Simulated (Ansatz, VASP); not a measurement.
**One calculation of CdS, two programs**

```
CELL_PARAMETERS angstrom
0.00000 2.91387 2.91387
2.91387 0.00000 2.91387
2.91387 2.91387 0.00000
ATOMIC_POSITIONS crystal
Cd 0.00000 0.00000 0.00000
S 0.75000 0.75000 0.75000
```

Alike in both runs: task single point; functional revPBE; dispersion D3(BJ); k mesh 8 × 8 × 8; occupations gaussian, width 0.05 eV; no spin polarisation.

```csv
,VASP,Ansatz
version,VASP 6.6.1,Ansatz 0.2.0
potentials or method,"VASP PAW PBE potentials, release 64 (Cd, S)","scalar-relativistic, plane waves, PAW"
plane-wave cutoff (eV),520,420
valence electrons in the cell,18,26
```

Ansatz gave:

```
gap on the k mesh at the Fermi level (eV) : 1.29
least direct gap on the mesh (eV)         : 1.29
pressure (GPa)                            : 0.2
dispersion energy (meV/atom)              : -592.9
```

**Question.** What did VASP give for the same quantities?

**Answer.** gap on the k mesh at the Fermi level (eV): 1.29; least direct gap on the mesh (eV): 1.29; pressure (GPa): 0.6; dispersion energy (meV/atom): -592.8.

The two sets of potentials don't hold the same shells in valence.

Caveats: the PAW data sets were made with another functional, which shifts forces and pressure a little (VASP). A hybrid or GW would open this gap; revPBE tends to underestimate it.
